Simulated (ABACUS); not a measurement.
Crystal: GaSb.

```
CELL_PARAMETERS angstrom
0.00000 3.05900 3.05900
3.05900 0.00000 3.05900
3.05900 3.05900 0.00000
ATOMIC_POSITIONS crystal
Sb 0.25000 0.25000 0.25000
Ga 0.00000 0.00000 0.00000
```

Base run:

```yaml
Program: ABACUS 3.10.1
Functional: BLYP
Potentials_or_basis: PseudoDojo NC SR 0.4.1 PBE standard
Cutoff: 1102 eV
Density_cutoff: 4408 eV
Basis: plane waves
k_mesh: 6 × 6 × 6
Occupations: fermi-dirac, width 0.05 eV
Spin: no spin polarisation
```

Its results: band gap on the k mesh none (metal or under the smearing width); pressure 5.3 GPa.

**Question.** The run is repeated on the same cell with these changes: functional from BLYP to revPBE; potentials or basis from PseudoDojo NC SR 0.4.1 PBE standard to SPMS ONCV 1.0 PBE. What comes out?

**Answer.** Band gap on the k mesh 0.13 eV, direct; pressure 3.9 GPa.

Caveats: the potentials were made for another functional, which shifts forces and pressure; this crystal is a semiconductor, whose small gap the functional closes, so the metal is an error of the method (some runs); spin-orbit coupling is left out, which moves the levels of the heavy elements (some runs).

A k mesh can miss the band edges.

Not every run made on this cell is shown here.
